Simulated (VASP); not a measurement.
A run of VASP 6.6.1 is set up as follows.

Contents of INCAR:

```
SYSTEM = Cs
PREC = Accurate
ENCUT = 520
EDIFF = 1E-7
ISMEAR = -1
SIGMA = 0.05
LREAL = .False.
LASPH = .True.
NELM = 60
ALGO = Normal
ISIF = 2
LWAVE = .False.
LCHARG = .True.
GGA = PE
LELF = .True.
LVHAR = .True.
NBANDS = 10
```

Contents of KPOINTS:

```
regular mesh
0
Gamma
  6 6 6
  0 0 0
```

The input POSCAR:

```
Cs
1.0
   -3.1284650614      3.1284650614      3.1284650614
    3.1284650614     -3.1284650614      3.1284650614
    3.1284650614      3.1284650614     -3.1284650614
Cs
1
Direct
    0.0000000000      0.0000000000      0.0000000000
```

Potentials or basis: VASP PAW PBE potentials, release 64 (Cs_sv).

The run is started by

```console
$ cat potpaw_PBE.64/Cs_sv/POTCAR > POTCAR
$ mpirun -np 1 vasp_std > vasp.out
```

(1) Predict the band gap on the k mesh.

(2) Predict the pressure.

Answers

(1) none (metal or under the smearing width).

(2) -0.1 GPa.
